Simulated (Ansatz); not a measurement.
# Two Ansatz runs on N

The cell was built from the bcc type and relaxed in the same program; it needn't be a known or the stable phase. The listed cell was then made from it by scaling, straining or moving an atom.

First run: DFT, PBE, PAW with Ansatz's default frozen-core files, scalar-relativistic (Ansatz 0.2.0).

Command: `ansatz run input.yaml --threads 1 --pin off --max-ram 2048MiB --backend cpu --events-out ev --progress --plain --runs-dir out` The run took about 1.8 s on 1 thread of a shared machine.

```yaml
crystal:
  lattice:
    - [-1.200258082, 1.2185361238, 1.2185361238]
    - [1.2185361238, -1.200258082, 1.2185361238]
    - [1.2185361238, 1.2185361238, -1.200258082]
  atoms:
    - { symbol: "N", position: [0.0, 0.0, 0.0] }
kpoints:
  mp_grid: { grid: [16, 16, 16] }
scf:
  occupations: { method: fermi_dirac, width: 0.05 }
hamiltonian:
  xc: pbe
  pseudopotentials: { kind: paw }
output:
  forces: true
  stress: true
  eigenvalues: true
  efg: { contact_densities: true }
```

Result: converged; pressure -0.02 GPa; 6 SCF iterations.

The input is then changed:

```diff
@@ -13,4 +13,5 @@
   xc: pbe
   pseudopotentials: { kind: paw }
+  dispersion: d4
 output:
   forces: true
```

(1) Predict the outcome of the changed run.

Answers

(1) It converged; pressure 0.69 GPa; 6 SCF iterations.
